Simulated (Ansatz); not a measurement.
# ZnS: a relaxation

Aim: relax the cell and atoms of ZnS.

Program: Ansatz 0.2.0. Level of theory: DFT r2SCAN, scalar-relativistic, plane waves, PAW. These are calculated values, not measurements.

3 further runs of the same task are left out: 2 that didn't finish, 1 set aside as unsound or not needed.

## Step 1: Starting point

The structure is trigonal, space group R3m (No. 160). The conventional cell has a = 3.806 Å, b = 3.806 Å, c = 28.056 Å, α = 90.00°, β = 90.00°, γ = 120.00°. Zn (site symmetry 3m) is surrounded by 4 S at 2.33 to 2.34 Å. Around Zn (site symmetry 3m) lie 4 S at 2.33 Å. S (site symmetry 3m) is surrounded by 4 Zn at 2.33 to 2.34 Å. Around S (site symmetry 3m) lie 4 Zn at 2.33 Å.

Structure file:

```
Zn S
1.0
     1.90307    1.09874    9.35195
    -1.90307    1.09874    9.35195
     0.00000   -2.19748    9.35195
Zn S
3 3
Direct
  0.99997 0.99997 0.99997
  0.22227 0.22227 0.22227
  0.44461 0.44461 0.44461
  0.08327 0.08327 0.08327
  0.52784 0.52784 0.52784
  0.30536 0.30536 0.30536
```

Source of the structure: the Materials Project (structure only).

## Step 2: Probe: one point at the start

File input.yaml:

```yaml
crystal:
  lattice:
    - [1.9030712007, 1.09873867, 9.3519478348]
    - [-1.9030712007, 1.09873867, 9.3519478348]
    - [0.0, -2.19747734, 9.3519478348]
  atoms:
    - { symbol: Zn, position: [0.99997114, 0.99997114, 0.99997114] }
    - { symbol: Zn, position: [0.22226941, 0.22226941, 0.22226941] }
    - { symbol: Zn, position: [0.44461344, 0.44461344, 0.44461344] }
    - { symbol: S, position: [0.08326717, 0.08326717, 0.08326717] }
    - { symbol: S, position: [0.5278423, 0.5278423, 0.5278423] }
    - { symbol: S, position: [0.30536254, 0.30536254, 0.30536254] }
basis:
  ecutwfc: 500
kpoints:
  mp_grid: { grid: [6, 6, 6] }
hamiltonian:
  xc: r2scan
scf:
  occupations: { method: gaussian, width: 0.1 }
output:
  forces: true
  stress: true
  eigenvalues: true
```

Run with:

```sh
ansatz run input.yaml --threads 1 --pin off --max-ram 2560MiB --backend cpu --events-out ev --progress --plain --runs-dir out
```

Log, cut to the lines that bear on the results:

```text
[...]
SCF converged after 8 iterations
Free energy (F): -12700.337844 eV
[...]
E sigma→0 (E₀):  -12700.337844 eV
Fermi energy:    7.018420 eV
[...]
--- Forces (eV/Å), atoms counted from 1 ---
  atom   1  Zn    -0.00000000    -0.00000000     0.00161802
  atom   2  Zn    -0.00000000    -0.00000000     0.00067836
  atom   3  Zn     0.00000000     0.00000000    -0.00864387
  atom   4  S     -0.00000000    -0.00000000    -0.00098033
  atom   5  S      0.00000000     0.00000000    -0.00119432
  atom   6  S      0.00000000     0.00000000     0.00848174
[...]
--- Stress (GPa, compression-positive) ---
        0.101638       0.000000       0.000000
        0.000000       0.101638       0.000000
        0.000000       0.000000       0.111121
  P = ⅓ Tr σ = 0.1048 GPa (1.048 kbar)
--- Band table (eV; the first three rows and the last of 32) ---
[...]
```

It took 31 s on 1 thread of Arm Neoverse V1, shared host; peak memory 0.62 GiB.

From the probe: pressure 0.1 GPa, largest force 0.01 eV/Å, gap on this mesh 2.76 eV.

## Step 3: Full relaxation

Edit input.yaml of step 2 so:

```diff
@@ -19,3 +19,3 @@
 scf:
-  occupations: { method: gaussian, width: 0.1 }
+  occupations: { method: gaussian, width: 0.02 }
 output:
@@ -24 +24,10 @@
   eigenvalues: true
+  write_density: true
+  write_potential: true
+  elf: true
+  volumetric_format: npy
+relax:
+  adjacent_minimum: "off"
+  f_tol: 0.005
+  max_steps: 80
+  cell: { stress_tol: 0.05 }
```

Run with:

```sh
ansatz run input.yaml --threads 1 --pin off --max-ram 2560MiB --backend cpu --events-out ev --progress --plain --runs-dir out
```

Log:

```text
Warning: RAYON_NUM_THREADS=1 ignored (pool sized by the plan → 1); use --threads N
basis.fft_grid_basis auto: the FFT boxes are laid along the combinations [[1, -1, 0], [0, 1, 0], [0, -1, 1]] of the cell's own vectors, 3.806, 9.607 and 3.806 Å long. The dense box has 30×72×30 points. Along the cell's own vectors, as sized, it would have 72×72×72, 5.76 times as many. Of the 6 symmetry operations that the crystal satisfies within crystal.symmetry.tolerance (time reversal apart; of a slab, those that keep its plane) the dense box along the cell's own vectors carries 6, and the one as laid loses 4 of those. basis.fft_grid_basis: typed keeps the cell's own vectors: state it where this run's energies or levels are differenced outside the engine with another run's, or held beside a run that keeps those vectors. Those combinations have planes normal to reciprocal vector 3, as the cell's own vectors have. Each planar average written beside output.write_density, output.write_potential has a row for each plane of the box: 30. The volumetric files lie along those combinations, not along the cell's own vectors: a cube or XSF file states them, and fields.json those of NumPy files.
Engine: ansatz 0.2.0, aarch64-unknown-linux-gnu
Pseudopotentials: kind: paw
Pseudopotential: Zn, paw, valence charge 12, recommended cutoff 500 eV (meta_gga), Zn.paw.azcp
Pseudopotential: S, paw, valence charge 6, recommended cutoff 500 eV (meta_gga), S.paw.azcp
Functional definition: r2SCAN
  parameter k0 = 0.174
  parameter k1 = 0.065
  parameter a1 = 4.9479
  exchange = r2scan_x(k0 = k0, k1 = k1, a1 = a1)
  correlation = r2scan_c
Crystal: 6 atoms, lattice volume = 117.328 Å³
Basis set: ecut = 500 eV, 2939 PW (Γ), FFT grids on a1−a2, a2, −a2+a3, exchange–correlation on 120×288×120 points (64 copies of the dense FFT grid, shifted against one another)
Bands: 33, of which v1, the nominal top of the filled ones, is band 27 counted from 1 (26 counted from 0)
Symmetry: 6 space group operations
Space group: R3m (ITA 160), of the structure as read, at distance tolerance 4.9e-5 Å
k-points: 32 of 216 (time reversal used)
Non-local potential: Zn, projectors of the file, l = 0: 2, l = 1: 2, l = 2: 3, l = 3: 1
Non-local potential: S, projectors of the file, l = 0: 2, l = 1: 2, l = 2: 2
PAW form: soft (Blöchl's): semilocal exchange-correlation on the pseudo side does not see the compensation charge
PAW frozen core: Zn, regenerated for the run's functional (the file was generated under x = pbe(κ = 0.804, μ = 0.2195149727645171), c = pbe(β = 0.06672455060314922))
PAW frozen core: S, regenerated for the run's functional (the file was generated under x = pbe(κ = 0.804, μ = 0.2195149727645171), c = pbe(β = 0.06672455060314922))
PAW one-centre angular grid: Zn, 590 points (default); XC on 261 of its mesh's 2673 points in the sphere
PAW one-centre angular grid: S, 302 points (default); XC on 160 Gauss nodes
Initial density: superposition of atomic densities (neutral atoms: chi_scale 0, normalization atom), corrected by the library's trained network
Initial wavefunctions: pseudopotential atomic-orbital guess
Functional: x = r2scan, c = r2scan; τ floored in thin density (d = 2e-4 eV/Å³)
SCF iter   1: F=—  HF=-12700.342914 eV  |F-HF|=—  |Δ(HF+E_count)|=         —  Δρ=1.55e-2  dr2=1.40e-1  dr2_τ=2.01e-2  ethr=1.77e-3  ⟨swp⟩=7.8  Hψ=5117  notcnv=0
preconditioner: auto → Resta (q_TF=auto, 2.397 Å⁻¹)  ε∞=5.8  [insulator: Δε(μ)=2.741 eV  Ē_g=11.462 eV  σ=0.020 eV  W_gap=1.00  n_scr=30 (ndim 8)  ℏωp=25.2 eV  f_vac=0.034  D(μ)=0.00/eV (n_scr^D=0)  ε∞_Penn≈5.8]
SCF iter   2: F=—  HF=-12700.343047 eV  |F-HF|=—  |Δ(HF+E_count)|=   1.33e-4  Δρ=2.39e-3  dr2=4.07e-3  dr2_τ=7.86e-4  ethr=2.59e-4  ⟨swp⟩=2.6  Hψ=2263  notcnv=0  defer=45
SCF iter   3: F=—  HF=-12700.338267 eV  |F-HF|=—  |Δ(HF+E_count)|=   4.78e-3  Δρ=3.28e-3  dr2=5.88e-3  dr2_τ=4.31e-5  ethr=7.54e-6  ⟨swp⟩=2.0  Hψ=1926  notcnv=0  defer=45
SCF iter   4: F=—  HF=-12700.337793 eV  |F-HF|=—  |Δ(HF+E_count)|=   4.74e-4  Δρ=6.98e-4  dr2=3.10e-4  dr2_τ=1.09e-5  ethr=7.54e-6  ⟨swp⟩=2.8  Hψ=1833  notcnv=0  defer=45
SCF iter   5: F=—  HF=-12700.337838 eV  |F-HF|=—  |Δ(HF+E_count)|=   4.48e-5  Δρ=1.62e-4  dr2=2.47e-5  dr2_τ=7.22e-7  ethr=5.73e-7  ⟨swp⟩=2.0  Hψ=1875  notcnv=0  defer=45
SCF iter   6: F=—  HF=-12700.337844 eV  |F-HF|=—  |Δ(HF+E_count)|=   6.31e-6  Δρ=5.42e-5  dr2=2.22e-6  dr2_τ=1.39e-8  ethr=4.58e-8  ⟨swp⟩=2.0  Hψ=1875  notcnv=0  defer=45
SCF iter   7: F=—  HF=-12700.337844 eV  |F-HF|=—  |Δ(HF+E_count)|=   4.76e-7  Δρ=3.28e-5  dr2=7.38e-7  dr2_τ=7.32e-9  ethr=4.11e-9  ⟨swp⟩=2.0  Hψ=1779  notcnv=0  defer=45
SCF iter   8: F=-12700.337844 eV  HF=-12700.337844 eV  |F-HF|=1.64e-8  |Δ(HF+E_count)|=   3.12e-7  Δρ=6.97e-6  dr2=4.88e-8  dr2_τ=9.26e-10  ethr=1.85e-10  ⟨swp⟩=12.0  Hψ=8533  notcnv=0
SCF 1 converged in 8 iterations: F = -12700.337844 eV  dr2 = 4.88e-8
relax step   1: F+E_penalty+E_count = -12700.33784420 eV  Δ(F+E_penalty+E_count) = +0.000e0 eV  max|allowed force component| = 8.636e-3 eV/Å  Δτ_max = 0.0000 Å  P = +0.105 GPa  Ω = 117.328 Å³  (8 SCF iters, dr2 threshold 1.00e-7 eV, accepted)
Crystal: 6 atoms, lattice volume = 117.425 Å³
Basis set: ecut = 500 eV, 2951 PW (Γ), FFT grids on a1−a2, a2, −a2+a3, exchange–correlation on 120×288×120 points (64 copies of the dense FFT grid, shifted against one another)
Initial density: handed on by an earlier stage of this run
Initial wavefunctions: those handed on with the density
iter 1 solved again at ethr=1.25e-8 eV; its pass at ethr=3.10e-3 eV (dr2=6.74e-6 eV) is discarded
SCF iter   1: F=—  HF=-12700.337850 eV  |F-HF|=—  |Δ(HF+E_count)|=         —  Δρ=7.70e-5  dr2=5.36e-6  dr2_τ=1.43e-5  ethr=1.25e-8  ⟨swp⟩=2.0  Hψ=4908  notcnv=0
preconditioner: auto → Resta (q_TF=auto, 2.397 Å⁻¹)  ε∞=6.0  [insulator: Δε(μ)=2.755 eV  Ē_g=11.276 eV  σ=0.020 eV  W_gap=1.00  n_scr=30 (ndim 8)  ℏωp=25.2 eV  f_vac=0.032  D(μ)=0.00/eV (n_scr^D=0)  ε∞_Penn≈6.0]
SCF iter   2: F=—  HF=-12700.337876 eV  |F-HF|=—  |Δ(HF+E_count)|=   2.57e-5  Δρ=4.09e-5  dr2=1.65e-6  dr2_τ=4.51e-8  ethr=9.93e-9  ⟨swp⟩=2.0  Hψ=1920  notcnv=0
SCF iter   3: F=—  HF=-12700.337875 eV  |F-HF|=—  |Δ(HF+E_count)|=   7.96e-8  Δρ=1.70e-5  dr2=3.71e-7  dr2_τ=7.52e-9  ethr=3.05e-9  ⟨swp⟩=2.1  Hψ=1912  notcnv=0
SCF iter   4: F=—  HF=-12700.337876 eV  |F-HF|=—  |Δ(HF+E_count)|=   4.97e-8  Δρ=7.87e-6  dr2=6.59e-8  dr2_τ=8.21e-10  ethr=6.87e-10  ⟨swp⟩=2.0  Hψ=1823  notcnv=0
SCF iter   5: F=-12700.337875 eV  HF=-12700.337875 eV  |F-HF|=2.08e-8  |Δ(HF+E_count)|=   1.56e-8  Δρ=4.15e-6  dr2=1.87e-8  dr2_τ=3.53e-10  ethr=5.70e-11  ⟨swp⟩=9.2  Hψ=7769  notcnv=0
SCF 2 converged in 5 iterations: F = -12700.337875 eV  dr2 = 1.87e-8
relax step   2: F+E_penalty+E_count = -12700.33787547 eV  Δ(F+E_penalty+E_count) = -3.127e-5 eV  max|allowed force component| = 4.293e-3 eV/Å  Δτ_max = 0.0008 Å  P = +0.040 GPa  Ω = 117.425 Å³  energy of the carried Pulay correction = -2.209e-5 eV  (5 SCF iters, dr2 threshold 3.08e-8 eV, accepted)
Initial wavefunctions: pseudopotential atomic-orbital guess (no wavefunctions were taken with the density)
iter 1 solved again at ethr=2.10e-7 eV; its pass at ethr=3.10e-3 eV (dr2=1.13e-4 eV) is discarded
SCF iter   1: F=—  HF=-12700.337894 eV  |F-HF|=—  |Δ(HF+E_count)|=         —  Δρ=1.17e-5  dr2=2.94e-8  dr2_τ=7.01e-10  ethr=2.10e-7  ⟨swp⟩=3.0  Hψ=7655  notcnv=0
eigensolver tolerance schedule: the retry pair's looser diagonalisation over-reported the residual by 3846.90 of it (diagonalisation noise at 0.35 of the residual, at the tolerance the schedule requests for it); recorded, not acted on — ethr = c·dr2/N_el stays at c = 1.0e-1
preconditioner: auto → Resta (q_TF=auto, 2.397 Å⁻¹)  ε∞=6.0  [insulator: Δε(μ)=2.754 eV  Ē_g=11.276 eV  σ=0.020 eV  W_gap=1.00  n_scr=30 (ndim 8)  ℏωp=25.2 eV  f_vac=0.032  D(μ)=0.00/eV (n_scr^D=0)  ε∞_Penn≈6.0]
SCF iter   2: F=—  HF=-12700.337894 eV  |F-HF|=—  |Δ(HF+E_count)|=   1.12e-7  Δρ=5.64e-6  dr2=8.93e-9  dr2_τ=8.70e-9  ethr=5.45e-11  ⟨swp⟩=2.9  Hψ=2433  notcnv=0
SCF iter   3: F=—  HF=-12700.337894 eV  |F-HF|=—  |Δ(HF+E_count)|=   7.31e-8  Δρ=3.56e-6  dr2=3.87e-9  dr2_τ=3.64e-9  ethr=1.65e-11  ⟨swp⟩=2.0  Hψ=1714  notcnv=0
SCF iter   4: F=—  HF=-12700.337894 eV  |F-HF|=—  |Δ(HF+E_count)|=   5.53e-8  Δρ=7.61e-7  dr2=8.10e-10  dr2_τ=7.36e-11  ethr=7.16e-12  ⟨swp⟩=2.2  Hψ=1832  notcnv=0
SCF iter   5: F=—  HF=-12700.337894 eV  |F-HF|=—  |Δ(HF+E_count)|=  8.00e-11  Δρ=5.84e-7  dr2=1.16e-10  dr2_τ=6.65e-11  ethr=1.50e-12  ⟨swp⟩=2.0  Hψ=1854  notcnv=0
SCF iter   6: F=-12700.337894 eV  HF=-12700.337894 eV  |F-HF|=6.22e-10  |Δ(HF+E_count)|=  3.55e-10  Δρ=3.63e-7  dr2=1.13e-11  dr2_τ=4.02e-11  ethr=1.00e-12  ⟨swp⟩=6.0  Hψ=5407  notcnv=0
SCF 3 converged in 6 iterations: F = -12700.337894 eV  dr2 = 1.13e-11
relax step   3: F+E_penalty+E_count = -12700.33789408 eV  Δ(F+E_penalty+E_count) = -1.861e-5 eV  max|allowed force component| = 4.310e-3 eV/Å  Δτ_max = 0.0000 Å  P = +0.040 GPa  Ω = 117.425 Å³  stress off target by 4.71e-2 GPa  SCF on the basis re-selected at this cell (its energy is not comparable with the rows above)  (6 SCF iters)
basis re-selected at this cell: Δ(F+E_penalty+E_count) = -1.861e-5 eV, ΔP = +0.000 GPa vs the last step (what re-selecting the basis moved, of the pressure what is left beyond the Pulay correction that the steps carried, after the strain that the cell walked since its last selection, with what the two solves' SCF thresholds leave and, on support functions, any second-order correction that the steps lacked; it is no measure of the basis error at this ecutwfc). This SCF's stress stands 4.71e-2 GPa from its target on what of the cell is left free (relax.cell.stress_tol is 5.00e-2 GPa) and its largest allowed force component is 4.31e-3 eV/Å (relax.f_tol is 5.00e-3 eV/Å): within both
SCF converged after 6 iterations
Free energy (F): -12700.337894 eV
Harris-Foulkes:  -12700.337894 eV  (|F-HF|=6.22e-10)
Internal energy: -12700.337894 eV  (E = F + TS)
E sigma→0 (E₀):  -12700.337894 eV
Fermi energy:    7.004394 eV
--- Per-component energies (eV) ---
  E_band       = -3.437665
  E_kinetic    = 712.781768
  E_local      = -6130.327291  (includes V_loc(G=0)·N_el)
  E_nonlocal   = 1939.901992
  E_hartree    = 2572.556592
  E_xc         = -647.408918
  E_vxc        = -444.733324  (∫ρ·V_xc dr)
  E_paw        = -7379.822932  (= ΣΔE_a)
  E_vpaw       = -1248.169468  (= ΣTr[D̂ρ^β])
  E_aug_tail   = -0.000188  (compensation charges beyond the density's cutoff)
  E_vtau       = 21.995712  (kinetic-family band-sum trace: ∫τ·v_τ [+ j·A + Jᵃ·Aᵃ] dr)
  E_ewald      = -3767.141761
  E_core_change = -0.877156  (= ΣΔE_core)
  E_smearing   = -0.000000  (= −TS)
  E_closure    = 0.000000  (closes the sum)
  Σ components = -12700.337894   (vs F -12700.337894, Δ=0.00e0)
--- Forces (eV/Å), atoms counted from 1 ---
  atom   1  Zn    -0.00000000    -0.00000000     0.00047286
  atom   2  Zn    -0.00000000    -0.00000000    -0.00063646
  atom   3  Zn     0.00000000     0.00000000    -0.00431315
  atom   4  S     -0.00000000    -0.00000000     0.00058180
  atom   5  S      0.00000000     0.00000000     0.00156021
  atom   6  S      0.00000000     0.00000000     0.00231425
  max |Σ_I F_I| component: 2.05e-5 eV/Å
--- Stress (GPa, compression-positive) ---
        0.037104       0.000000       0.000000
        0.000000       0.037104       0.000000
        0.000000       0.000000       0.047140
  P = ⅓ Tr σ = 0.0404 GPa (0.404 kbar)
--- Band table (eV; the first three rows and the last of 32) ---
  k-point 0: bands = ["-8.1250", "-7.4403", "-7.4302", "-0.9080", "-0.8984", "-0.8984", "-0.8262", "-0.8262", "-0.8169", "-0.8169", "-0.7522", "-0.7434", "-0.3884", "-0.3884", "-0.3532", "-0.3532", "-0.3322", "-0.3322", "1.6348", "1.6480", "4.9199", "4.9199", "4.9244", "4.9244", "5.5700", "5.6273", "5.6273", "8.3814", "9.4637", "9.6188", "12.4154", "12.4154", "12.5979"]
  k-point 1: bands = ["-7.9337", "-7.3508", "-7.2586", "-0.9080", "-0.8750", "-0.8616", "-0.8423", "-0.7974", "-0.7756", "-0.7661", "-0.7356", "-0.6703", "-0.4035", "-0.3913", "-0.3474", "-0.3447", "-0.3260", "-0.3070", "1.5189", "1.9148", "3.6715", "4.0016", "4.2999", "4.5054", "4.5950", "5.3292", "5.3943", "9.4769", "10.3741", "10.5721", "11.9146", "12.0014", "12.7596"]
  k-point 2: bands = ["-7.4777", "-7.0874", "-6.9867", "-0.9058", "-0.8609", "-0.8042", "-0.8012", "-0.6838", "-0.6718", "-0.6629", "-0.6403", "-0.5243", "-0.3976", "-0.3668", "-0.3283", "-0.3112", "-0.2976", "-0.1958", "1.0645", "1.4660", "2.2220", "2.8025", "3.4034", "3.8776", "3.9538", "4.6984", "4.9365", "9.7750", "10.0815", "10.4109", "11.2859", "11.7921", "12.9995"]
  k-point 31: bands = ["-7.9179", "-7.9088", "-7.1600", "-0.9140", "-0.8978", "-0.8847", "-0.8847", "-0.8615", "-0.8615", "-0.7950", "-0.7950", "-0.3843", "-0.3843", "-0.3648", "-0.3648", "-0.3246", "-0.3246", "-0.1641", "0.1577", "3.9053", "3.9252", "4.7107", "4.7107", "5.3718", "5.3718", "5.3837", "5.3837", "9.3016", "9.4562", "9.6067", "12.3675", "12.4379", "12.5665"]
--- Relaxed structure (2 steps of the walk, 2 accepted, 1 SCFs on fresh bases) ---
  F+E_penalty+E_count = -12700.33789408 eV   max|allowed force component| = 4.310e-3 eV/Å   (the final SCF, on the basis selected at the relaxed cell)
  cell:  # Å, volume = 117.4247 Å³
    - [1.9036300238253534, 1.0990613066930226, 9.35413479814943]
    - [-1.9036300238253534, 1.0990613066930226, 9.35413479814943]
    - [1.5868129104414158e-19, -2.198122613386045, 9.35413479814943]
  atoms:
    - { symbol: Zn, position: [0.9999789174852209, 0.9999789174852209, 0.9999789174852209] }
    - { symbol: Zn, position: [0.22228138840277709, 0.22228138840277709, 0.22228138840277709] }
    - { symbol: Zn, position: [0.44458367693141315, 0.44458367693141315, 0.44458367693141315] }
    - { symbol: S, position: [0.0832619665559391, 0.0832619665559391, 0.0832619665559391] }
    - { symbol: S, position: [0.5278285133610839, 0.5278285133610839, 0.5278285133610839] }
    - { symbol: S, position: [0.30539153726356627, 0.30539153726356627, 0.30539153726356627] }
```

Wall time 1.8 min (1 thread of Arm Neoverse V1, shared host); peak memory 0.65 GiB.

The steps of the relaxation:

| step | energy from step 1 (eV/cell) | largest force component (eV/Å) | pressure (GPa) | volume (Å³) |
| --- | --- | --- | --- | --- |
| 1 | 0.0000 | 0.0086 | 0.10 | 117.33 |
| 2 | 0.0000 | 0.0043 | 0.04 | 117.42 |
| 3 | -0.0001 | 0.0043 | 0.04 | 117.42 |

Step 1 is the start. Step 3 repeats the geometry before it on a plane-wave basis chosen anew for that cell, so its energy need not be comparable with the rows above.

Lengths and angles in the start's conventional setting:

|  | before | after | change |
| --- | --- | --- | --- |
| a (Å) | 3.806 | 3.807 | 0.0 % |
| b (Å) | 3.806 | 3.807 | 0.0 % |
| c (Å) | 28.056 | 28.062 | 0.0 % |
| volume (Å³/atom) | 19.55 | 19.57 | +0.1 % |
| shortest distance (Å) | 2.331 | 2.332 | 0.0 % |
| space group (0.01 Å) | R3m | R3m | same |

The run keeps the 6 symmetry operations of the start, so it could not have lowered the symmetry.

Axes a, b and c in the maps are those of this run's conventional cell (a, b, c = 3.807, 3.807, 28.062 Å).

Density in a lattice plane of the grid's cell (edges 3.81 and 28.06 Å, at 0.000 of the third edge), which holds Zn and S.

Values in e/Å³, 12 rows by 6 columns:
```
 0.02  0.03  0.07  0.11  0.07  0.03
 0.02  0.03  0.11  0.19  0.11  0.03
 0.03  0.07  0.27  0.51  0.27  0.07
 0.02  0.06  0.21  0.38  0.21  0.06
 0.07  0.07  0.07  0.09  0.07  0.07
 1.04  0.54  0.11  0.04  0.11  0.54
 0.77  0.32  0.27  0.35  0.27  0.32
 0.82  0.54  0.21  0.19  0.21  0.54
 0.91  0.33  0.07  0.04  0.07  0.33
 0.05  0.06  0.11  0.16  0.11  0.06
 0.01  1.07  0.28  0.11  0.28  1.07
46.22  1.92  0.22  0.17  0.22  1.92
```
Columns run along the first of these edges and rows up along the second, over one cell in 6 and 12 even steps from the bottom left corner. Atoms in the plane (fractional): Zn at (0.00, 1.00), Zn at (0.00, 0.22), Zn at (0.00, 0.44), S at (0.00, 0.08), S at (0.00, 0.53), S at (0.00, 0.31).

ELF in the same plane.

Values, 12 rows by 6 columns:
```
0.01 0.03 0.09 0.12 0.09 0.03
0.01 0.06 0.37 0.55 0.37 0.06
0.01 0.14 0.62 0.77 0.62 0.14
0.02 0.10 0.29 0.32 0.30 0.10
0.25 0.14 0.09 0.13 0.10 0.14
0.90 0.82 0.37 0.03 0.37 0.82
0.17 0.17 0.61 0.74 0.61 0.17
0.78 0.81 0.31 0.15 0.31 0.81
0.14 0.17 0.10 0.05 0.10 0.17
0.05 0.08 0.37 0.55 0.37 0.08
0.00 0.78 0.61 0.12 0.61 0.78
0.00 0.09 0.30 0.59 0.30 0.09
```
Columns run along the first of these edges and rows up along the second, over one cell in 6 and 12 even steps from the bottom left corner. Atoms in the plane (fractional): Zn at (0.00, 1.00), Zn at (0.00, 0.22), Zn at (0.00, 0.44), S at (0.00, 0.08), S at (0.00, 0.53), S at (0.00, 0.31).

Both are smooth fields of the valence electrons: close to the nuclei they are not physical.

Maxima of ELF outside the ion cores: 0.90 on the S–Zn line, 0.9 Å from S; 0.89 in the shell around S, 0.7 Å from S.

## Step 4: Results

| quantity | value |
| --- | --- |
| relaxed cell (conventional) | a = 3.807 Å, b = 3.807 Å, c = 28.062 Å, α = 90.00°, β = 90.00°, γ = 120.00° |
| space group (0.01 Å) | R3m (No. 160) |
| volume | 19.57 Å³/atom |
| formation energy (elements from runs with the same settings, not shown) | -0.98 eV/atom |
| gap on the mesh | 2.75 eV |

What this shows: Relaxation left the volume within 0.5 % of the start.

These are semilocal Kohn-Sham gaps, which aren't the measured quantity. Such gaps usually fall short of the measured ones.
